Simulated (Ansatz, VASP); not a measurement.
## GaP: VASP beside Ansatz

Aim: how closely do two programs agree when they are given the same cell, functional and k mesh? The structure shown is the end of the Ansatz relaxation below.

Calculated with Ansatz 0.2.0; plane waves, with VASP 6.6.1 beside it; single point at LDA.

## 1. The structure

It takes space group I-4m2 (No. 119, tetragonal). Conventional cell: a = 3.768 Å, b = 3.768 Å, c = 5.607 Å, α = 90.00°, β = 90.00°, γ = 90.00°. P has 4 Ga at 2.35 Å nearest. Ga has 4 P at 2.35 Å nearest. Farther neighbours are not listed.

## 2. Ansatz: relaxation, LDA

Ansatz runs on its PAW soft_1 files.

This run makes the geometry at which the two programs are then compared.

input.yaml

```yaml
crystal:
  lattice:
    - [0.0, 2.6719932457, 2.8035339193]
    - [2.6719932457, 0.0, 2.8035339193]
    - [2.6719932457, 2.6719932457, 0.0]
  atoms:
    - { symbol: P, position: [0.75, 0.75, 0.75] }
    - { symbol: Ga, position: [0.0, 0.0, 0.0] }
  conventional_axes: [[-1, 1, 1], [1, -1, 1], [1, 1, -1]]
kpoints:
  mp_grid: { grid: [12, 12, 12] }
hamiltonian:
  xc: lda
  pseudopotentials: { kind: paw, azcp: { folder: soft_1 }, xc_functional: pbe }
scf:
  occupations: { method: gaussian, width: 0.02 }
output:
  forces: true
  stress: true
  eigenvalues: true
relax:
  adjacent_minimum: "off"
  f_tol: 0.001
  max_steps: 60
  cell: { stress_tol: 0.01, fix: [c, angles] }
```

Started as:

```console
$ ansatz run input.yaml --threads 4 --pin off --max-ram 10240MiB --backend cpu --events-out ev --progress --plain --runs-dir out
```

Numbers of over 12 decimals in the logs are rounded to 6 here.

What it wrote:

```text
Engine: ansatz 0.2.0, aarch64-unknown-linux-gnu
Pseudopotentials: kind: paw
Pseudopotential: P, paw, valence charge 5, recommended cutoff 420 eV (normal), soft_1/P.paw.azcp
Pseudopotential: Ga, paw, valence charge 13, recommended cutoff 420 eV (normal), soft_1/Ga.paw.azcp
Functional definition: SPW92
  exchange = slater_x
  correlation = pw_c
Crystal: 2 atoms, lattice volume = 40.032 Å³
Basis set: ecut = 420 eV, 781 PW (Γ)
Bands: 13, of which v1, the nominal top of the filled ones, is band 9 counted from 1 (8 counted from 0)
Symmetry: 8 space group operations
Space group: I-4m2 (ITA 119), of the structure as read, at distance tolerance 3.4e-5 Å
k-points: 163 of 1728 (time reversal used)
Non-local potential: P, projectors of the file, l = 0: 2, l = 1: 2, l = 2: 1
Non-local potential: Ga, projectors of the file, l = 0: 2, l = 1: 2, l = 2: 3, l = 3: 1
PAW form: soft (Blöchl's): semilocal exchange-correlation on the pseudo side does not see the compensation charge
PAW frozen core: P, regenerated for the run's functional, and the local potential with it (the file was generated under x = pbe(κ = 0.804, μ = 0.219515), c = pbe(β = 0.066725))
PAW frozen core: Ga, regenerated for the run's functional, and the local potential with it (the file was generated under x = pbe(κ = 0.804, μ = 0.219515), c = pbe(β = 0.066725))
PAW one-centre angular grid: P, 110 points (default); XC on 64 Gauss nodes
PAW one-centre angular grid: Ga, 590 points (default); XC on 64 Gauss nodes
Initial density: superposition of atomic densities (chi_scale 0.1, normalization cell, long waves kept (reshape's long-wave potential 0.00 eV rms))
Initial wavefunctions: pseudopotential atomic-orbital guess
Functional: x = slater, c = lda
SCF iter   1: F=—  HF=-4433.939375 eV  |F-HF|=—  |Δ(HF+E_count)|=         —  Δρ=4.39e-2  dr2=6.44e-1  ethr=3.10e-3  ⟨swp⟩=6.4  Hψ=14755  notcnv=0
preconditioner: auto → none  [insulator: Δε(μ)=1.633 eV  Ē_g=15.411 eV  σ=0.020 eV  W_gap=1.00  n_scr=14 (ndim 8)  ℏωp=24.9 eV  f_vac=0.000  D(μ)=0.00/eV (n_scr^D=0)  ε∞_Penn≈3.6]
SCF iter   2: F=—  HF=-4433.770110 eV  |F-HF|=—  |Δ(HF+E_count)|=   1.69e-1  Δρ=2.00e-2  dr2=9.02e-2  ethr=3.10e-3  ⟨swp⟩=2.1  Hψ=4184  notcnv=0
SCF iter   3: F=—  HF=-4433.756363 eV  |F-HF|=—  |Δ(HF+E_count)|=   1.37e-2  Δρ=5.18e-3  dr2=1.10e-2  ethr=5.01e-4  ⟨swp⟩=3.0  Hψ=4236  notcnv=0
SCF iter   4: F=—  HF=-4433.752189 eV  |F-HF|=—  |Δ(HF+E_count)|=   4.17e-3  Δρ=2.23e-3  dr2=7.15e-4  ethr=6.12e-5  ⟨swp⟩=3.0  Hψ=4696  notcnv=0
SCF iter   5: F=—  HF=-4433.751875 eV  |F-HF|=—  |Δ(HF+E_count)|=   3.14e-4  Δρ=5.15e-4  dr2=4.09e-5  ethr=3.97e-6  ⟨swp⟩=2.0  Hψ=4165  notcnv=0
SCF iter   6: F=—  HF=-4433.751875 eV  |F-HF|=—  |Δ(HF+E_count)|=   6.32e-7  Δρ=2.83e-5  dr2=1.86e-7  ethr=2.27e-7  ⟨swp⟩=2.5  Hψ=2708  notcnv=0
SCF iter   7: F=-4433.751875 eV  HF=-4433.751875 eV  |F-HF|=1.90e-9  |Δ(HF+E_count)|=   9.19e-8  Δρ=5.81e-6  dr2=6.76e-9  ethr=5.56e-10  ⟨swp⟩=6.3  Hψ=10832  notcnv=0
SCF 1 converged in 7 iterations: F = -4433.751875 eV  dr2 = 6.76e-9
  greatest PAW one-centre occupation: 0.994 electrons in one spin orbital (limit 2), on the Ga atom at site 1 (counted from 0), in its partial waves of l = 2
relax step   1: F+E_penalty+E_count = -4433.75187472 eV  Δ(F+E_penalty+E_count) = +0.000e0 eV  max|allowed force component| = 7.459e-17 eV/Å  Δτ_max = 0.0000 Å  P = -1.890 GPa  Ω = 40.032 Å³  fix = [c, alpha, beta, gamma]  reactions: c -4.605 GPa  (7 SCF iters, dr2 threshold 1.00e-7 eV, accepted)
[...]
relax step   2: F+E_penalty+E_count = -4433.75223751 eV  Δ(F+E_penalty+E_count) = -3.628e-4 eV  max|allowed force component| = 4.684e-17 eV/Å  Δτ_max = 0.0000 Å  P = -1.556 GPa  Ω = 39.868 Å³  energy of the carried Pulay correction = +2.077e-5 eV  fix = [c, alpha, beta, gamma]  reactions: c -4.401 GPa  (4 SCF iters, dr2 threshold 2.00e-7 eV, accepted)
[...]
relax step   3: F+E_penalty+E_count = -4433.75226684 eV  Δ(F+E_penalty+E_count) = -2.933e-5 eV  max|allowed force component| = 4.857e-17 eV/Å  Δτ_max = 0.0000 Å  P = -1.444 GPa  Ω = 39.813 Å³  energy of the carried Pulay correction = +2.766e-5 eV  fix = [c, alpha, beta, gamma]  reactions: c -4.332 GPa  (3 SCF iters, dr2 threshold 4.41e-8 eV, accepted)
[...]
relax step   4: F+E_penalty+E_count = -4433.75223954 eV  Δ(F+E_penalty+E_count) = +2.730e-5 eV  max|allowed force component| = 5.204e-17 eV/Å  Δτ_max = 0.0000 Å  P = -1.444 GPa  Ω = 39.813 Å³  fix = [c, alpha, beta, gamma]  reactions: c -4.332 GPa  stress off target by 6.48e-4 GPa on what of the cell is left free  SCF on the basis re-selected at this cell (its energy is not comparable with the rows above)  (7 SCF iters)
basis re-selected at this cell: Δ(F+E_penalty+E_count) = +2.730e-5 eV, ΔP = -0.000 GPa vs the last step (what re-selecting the basis moved, of the pressure what is left beyond the Pulay correction that the steps carried, after the strain that the cell walked since its last selection, with what the two solves' SCF thresholds leave and, on support functions, any second-order correction that the steps lacked; it is no m [...]
SCF converged after 7 iterations
Free energy (F): -4433.752240 eV
Harris-Foulkes:  -4433.752240 eV  (|F-HF|=1.82e-12)
Internal energy: -4433.752240 eV  (E = F + TS)
E sigma→0 (E₀):  -4433.752240 eV
Fermi energy:    7.725885 eV
--- Per-component energies (eV) ---
  E_band       = -61.572159
  E_kinetic    = 181.536887
  E_local      = -1668.818252  (includes V_loc(G=0)·N_el)
  E_nonlocal   = -57.387755
  E_hartree    = 1010.061966
  E_xc         = -135.653594
  E_vxc        = -118.214058  (∫ρ·V_xc dr)
  E_paw        = -2445.051420  (= ΣΔE_a)
  E_vpaw       = -418.812687  (= ΣTr[D̂ρ^β])
  E_aug_tail   = -0.000226  (compensation charges beyond the density's cutoff)
  E_ewald      = -1320.285680
  E_core_change = 1.845833  (= ΣΔE_core)
  E_smearing   = -0.000000  (= −TS)
  E_closure    = -0.000000  (closes the sum)
  Σ components = -4433.752240   (vs F -4433.752240, Δ=0.00e0)
--- Forces (eV/Å), atoms counted from 1 ---
  atom   1  P      0.00000000    -0.00000000     0.00000000
  atom   2  Ga    -0.00000000    -0.00000000     0.00000000
  max |Σ_I F_I| component: 1.60e-16 eV/Å
--- Stress (GPa, compression-positive) ---
        0.000648       0.000000      -0.000000
        0.000000       0.000648       0.000000
       -0.000000       0.000000      -4.332450
  P = ⅓ Tr σ = -1.4437 GPa (-14.437 kbar)
--- Band table (eV; the first three rows and the last of 163) ---
  k-point 0: bands = [... 5 lower, -5.6005, 6.8261, 7.1426, 7.1426, 8.7624, 10.8019, 10.8019, 10.9144]
  k-point 1: bands = [... 5 lower, -5.5079, 6.0815, 6.8267, 7.0380, 9.2714, 10.9230, 10.9797, 11.1553]
  k-point 2: bands = [... 5 lower, -5.2364, 4.5811, 6.5158, 6.7932, 9.3406, 11.3559, 11.3923, 12.0246]
  k-point 162: bands = [... 5 lower, -2.6830, -0.1092, 4.5193, 4.5193, 8.7546, 9.0335, 17.6093, 17.6093]
--- Relaxed structure (3 steps of the walk, 3 accepted, 1 SCFs on fresh bases) ---
  F+E_penalty+E_count = -4433.75223954 eV   max|allowed force component| = 5.204e-17 eV/Å   (the final SCF, on the basis selected at the relaxed cell)
  cell:  # Å, volume = 39.8133 Å³
    - [0, 2.664686, 2.8035339193]
    - [2.664686, 0, 2.8035339193]
    - [2.664686, 2.664686, 0]
  atoms:
    - { symbol: P, position: [0.750000, 0.750000, 0.750000] }
    - { symbol: Ga, position: [0, 0, 0] }
```

## 3. VASP: single point, LDA

The same cell, functional (in two slightly different forms), mesh and smearing now go to VASP, with its own data sets.

Lines of VASP's logs that name or quote its potential files are left out, and so is its time.

INCAR

```
SYSTEM = GaP
PREC = Accurate
ENCUT = 500
EDIFF = 1E-06
NELM = 120
ISMEAR = 0
SIGMA = 0.02
LREAL = .FALSE.
ALGO = Normal
GGA = CA
NBANDS = 15
LORBIT = 11
LWAVE = .FALSE.
LCHARG = .FALSE.
ISIF = 2
LASPH = .TRUE.
GGA_COMPAT = .FALSE.
EFERMI = MIDGAP
KPAR = 2
```

POSCAR

```
GaP
1.0
    0.0000000000      2.6646857286      2.8035339193
    2.6646857286      0.0000000000      2.8035339193
    2.6646857286      2.6646857286      0.0000000000
P Ga
1 1
Direct
    0.7500000000      0.7500000000      0.7500000000
    0.0000000000      0.0000000000      0.0000000000
```

KPOINTS

```
Automatic mesh
0
Gamma
12 12 12
0 0 0
```

PAW data sets: P and Ga_d (LDA family, release 64).

Started as:

```console
$ mpirun -np 2 vasp_std
```

What it wrote:

```text
[banner, memory and clock lines left out]
running    2 mpi-ranks, on    1 nodes
 distrk:  each k-point on    1 cores,    2 groups
 distr:  one band on    1 cores,    1 groups

 POSCAR found type information on POSCAR P Ga
 POSCAR found :  2 types and       2 ions
 LDA part: xc-table for (Slater(with rela. corr.)+CA(PZ))
 , standard interpolation
 POSCAR, INCAR and KPOINTS ok, starting setup
 FFT: planning ... GRIDC
 FFT: planning ... GRID_SOFT
 FFT: planning ... GRID
 WAVECAR not read
 entering main loop
       N       E                     dE             d eps       ncg     rms          rms(c)
DAV:   1     0.796840644447E+02    0.79684E+02   -0.89081E+03  5001   0.168E+03
DAV:   2    -0.449756981996E+01   -0.84182E+02   -0.80434E+02  5527   0.317E+02
DAV:   3    -0.106547607132E+02   -0.61572E+01   -0.61341E+01  6031   0.690E+01
DAV:   4    -0.107576545898E+02   -0.10289E+00   -0.10286E+00  6239   0.966E+00
DAV:   5    -0.107597949129E+02   -0.21403E-02   -0.21402E-02  6301   0.120E+00    0.440E+00
DAV:   6    -0.104866213162E+02    0.27317E+00   -0.38764E-01  7562   0.111E+01    0.283E+00
DAV:   7    -0.104381567970E+02    0.48465E-01   -0.89614E-02  6434   0.219E+00    0.106E+00
DAV:   8    -0.104334431138E+02    0.47137E-02   -0.11890E-02  6180   0.126E+00    0.197E-01
DAV:   9    -0.104334122226E+02    0.30891E-04   -0.10219E-03  7283   0.420E-01    0.634E-02
DAV:  10    -0.104334109007E+02    0.13219E-05   -0.49598E-05  7515   0.840E-02    0.253E-02
DAV:  11    -0.104334169338E+02   -0.60331E-05   -0.83655E-06  6163   0.434E-02    0.723E-03
DAV:  12    -0.104334167377E+02    0.19611E-06   -0.44700E-07  4076   0.761E-03
   1 F= -.10433417E+02 E0= -.10433417E+02  d E =0.000000E+00
```

Parts of OUTCAR (step 3):

```text
ion  position               nearest neighbor table
   1  0.750  0.750  0.750-   2 2.35   2 2.35   2 2.35   2 2.35
   2  0.000  0.000  0.000-   1 2.35   1 2.35   1 2.35   1 2.35

  LATTYP: Found a body centered tetragonal cell.
 ALAT       =     3.7684346968
 C/A-ratio  =     1.4879036761

 Subroutine GETGRP returns: Found  8 space group operations
 (whereof  8 operations were pure point group operations)

The static configuration has the point symmetry D_2d.

 Found    163 irreducible k-points:

   k-points           NKPTS =    163   k-points in BZ     NKDIM =    163   number of bands    NBANDS=     15

   dimension x,y,z NGX =    28 NGY =   28 NGZ =   28
   dimension x,y,z NGXF=    56 NGYF=   56 NGZF=   56

   ENCUT  =  500.0 eV  36.75 Ry    6.06 a.u.   7.05  7.05  6.87*2*pi/ulx,y,z

   NELECT =      18.0000    total number of electrons

 k-points in reciprocal lattice and weights: Automatic mesh
   0.00000000  0.00000000  0.00000000       0.001
   0.08333333 -0.00000000  0.00000000       0.005
   0.16666667 -0.00000000  0.00000000       0.005
   0.25000000 -0.00000000  0.00000000       0.005
   0.33333333 -0.00000000  0.00000000       0.005
   0.41666667 -0.00000000  0.00000000       0.005
   0.50000000 -0.00000000  0.00000000       0.002
   0.08333333  0.08333333  0.00000000       0.001
   0.16666667  0.08333333  0.00000000       0.005
[...]
-0.33333333  0.16666667  0.50000000       0.002
  -0.25000000  0.25000000  0.50000000       0.001

 average (electrostatic) potential at core
       1 -84.4674       2 -66.4126

 E-fermi :   5.3654

 k-point     1 :       0.0000    0.0000    0.0000
  band No.  band energies     occupation
    ...
      5      -9.9537      2.00000
      6      -7.9532      2.00000
      7       4.4657      2.00000
      8       4.7814      2.00000
      9       4.7814      2.00000
     10       6.4303      0.00000
     11       8.4462      0.00000
     12       8.4462      0.00000
     13       8.5593      0.00000
     14      13.2224      0.00000
    ...

 k-point     2 :       0.0833   -0.0000    0.0000
  band No.  band energies     occupation
    ...
      5      -9.9534      2.00000
      6      -7.8607      2.00000
      7       3.7255      2.00000
      8       4.4662      2.00000
      9       4.6768      2.00000
     10       6.9329      0.00000
     11       8.5683      0.00000
     12       8.6244      0.00000
     13       8.8013      0.00000
     14      13.5256      0.00000
    ...

 k-point     3 :       0.1667   -0.0000    0.0000
  band No.  band energies     occupation
    ...
      5      -9.9524      2.00000
      6      -7.5893      2.00000
      7       2.2265      2.00000
      8       4.1553      2.00000
      9       4.4322      2.00000
     10       6.9965      0.00000
     11       9.0021      0.00000
     12       9.0379      0.00000
     13       9.6750      0.00000
     14      13.2662      0.00000
    ...

  Total        0.0161502      0.0161502     -1.0589934      0.0000000     -0.0000000      0.0000000
  in kB        0.6499202      0.6499202    -42.6163292      0.0000000     -0.0000000      0.0000000
  external PRESSURE =     -13.7721629 kB  Pullay stress =       0.0000000 kB

  energy-cutoff  :      500.00
  volume of cell :       39.81
      direct lattice vectors                 reciprocal lattice vectors
     0.000000000  2.664685729  2.803533919    -0.187639388  0.187639388  0.178346335
     2.664685729  0.000000000  2.803533919     0.187639388 -0.187639388  0.178346335
     2.664685729  2.664685729  0.000000000     0.187639388  0.187639388 -0.178346335

 POSITION                                       TOTAL-FORCE (eV/Angst)
 -----------------------------------------------------------------------------------
      3.99703      3.99703      4.20530         0.000000      0.000000      0.000000
      0.00000      0.00000      0.00000        -0.000000     -0.000000     -0.000000
 -----------------------------------------------------------------------------------
    total drift:                               -0.000000     -0.000000     -0.000000

  FREE ENERGIE OF THE ION-ELECTRON SYSTEM (eV)
  ---------------------------------------------------
  free  energy   TOTEN  =       -10.4334167377 eV

  energy  without entropy=      -10.4334167377  energy(sigma->0) =      -10.43341674

 total charge
# of ion       s       p       d       tot
------------------------------------------
    1        1.024   1.522   0.000   2.546
    2        0.877   0.874  10.014  11.765
--------------------------------------------------
tot          1.901   2.397  10.014  14.311

[... 3 further parts left out ...]
```

The run ends at a pressure of -1.38 GPa.

## 4. Comparison

Known differences besides the potentials themselves: the two LDA forms differ slightly; the cutoff is 420 eV in Ansatz and 500 eV in VASP; VASP's log shows a relativistic correction to its local exchange, Ansatz's none; Ansatz's pressure holds a Pulay correction, VASP's none. Total energies have different zeros and are not compared.

The two programs side by side:

```csv
quantity,Ansatz,VASP,difference
pressure (GPa),-1.44,-1.38,-0.07
gap on the k mesh (eV),1.167,1.168,-0.001
```

A gap on the mesh is an upper bound, since the band edges may lie between its points.

## 5. Summary of results

- difference in gap on the k mesh (single point, LDA): -0.0012 eV

What this shows: The difference in gap on the k mesh is -0.0012 eV (single point, LDA), within the 0.08 eV picked in this series as the mark of a large difference. Such differences can come from data sets, numerical settings and the points named under the comparisons, not from the functional's error against experiment.

[Lines on the potential files, build, host, timing and source positions are cut from VASP's logs without a mark.]

[Logs are printed without paths, hosts, clocks, repeated set-up lines and the standing remarks that a program may print on its own settings, such as how far it seeks lower states.]

[Hosts, paths, dates, database ids (printed as entryN), source tags and the programs' standing remarks are cut or masked in the printed files.]
